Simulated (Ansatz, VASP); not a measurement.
# Cu in VASP and in Ansatz

```
Cu
1.0
     0.00000    1.84295    1.84295
     1.84295    0.00000    1.84295
     1.84295    1.84295    0.00000
Cu
1
Direct
  0.00000 0.00000 0.00000
```

Change from the starting cell: volume scaled by 1.06, crystal datasets.

Alike in both runs: task electric field gradients; functional PBEsol; k mesh 17 × 17 × 17; occupations fermi-dirac, width 0.03 eV; no spin polarisation.

|  | VASP | Ansatz |
| --- | --- | --- |
| version | VASP 6.6.1 | Ansatz 0.2.0 |
| potentials or method | VASP PAW PBE potentials, release 64 (Cu), cutoff 520 eV | all-electron PAW with datasets made for the crystal, scalar-relativistic |

Ansatz gave:

```
pressure (GPa)                                                 : -13.4
Vzz of the field gradient on the site that differs most (V/Å²) : 0.0
```

Question: What did VASP give for the same quantities?

Answer: Pressure (GPa): -12.7; Vzz of the field gradient on the site that differs most (V/Å²): 0.0.

Ansatz ran all-electron here, so the differences hold the error of VASP's frozen core and of both bases.

Caveats: the PAW data sets were made with another functional, which shifts forces and pressure a little (VASP).
